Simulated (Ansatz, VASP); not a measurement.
# C in VASP and in Ansatz

```
C
1.0
     1.28401    0.00000    0.00000
     0.40561    8.67550    0.00000
     0.23079    4.30558    7.53913
C
4
Direct
  0.16450 0.04307 0.03239
  0.29283 0.45709 0.46774
  0.44727 0.66561 0.03381
  0.09540 0.83423 0.46606
```

Change from the starting cell: the structure that the rattled trigonal selenium type (P3_121, No. 152) fell into.

Alike in both runs: task single point; functional PBE; k mesh 14 × 4 × 4; occupations gaussian, width 0.1 eV; no spin polarisation.

```csv
,VASP,Ansatz
version,VASP 6.6.1,Ansatz 0.2.0
potentials or method,"VASP PAW PBE potentials, release 64 (C)","scalar-relativistic, plane waves, PAW"
plane-wave cutoff (eV),520,420
valence electrons in the cell,16,16
```

|  | VASP | Ansatz | Ansatz less VASP |
| --- | --- | --- | --- |
| pressure (GPa) | 0.0 | 0.1 | +0.10 |
| largest component of the traceless stress (GPa) | 3.38 | 3.26 | -0.122 |
| rms of the force components (eV/Å) | 0.112 | 0.112 | -0.0004 |

Atom by atom the forces differ by 0.000 eV/Å (rms over components).
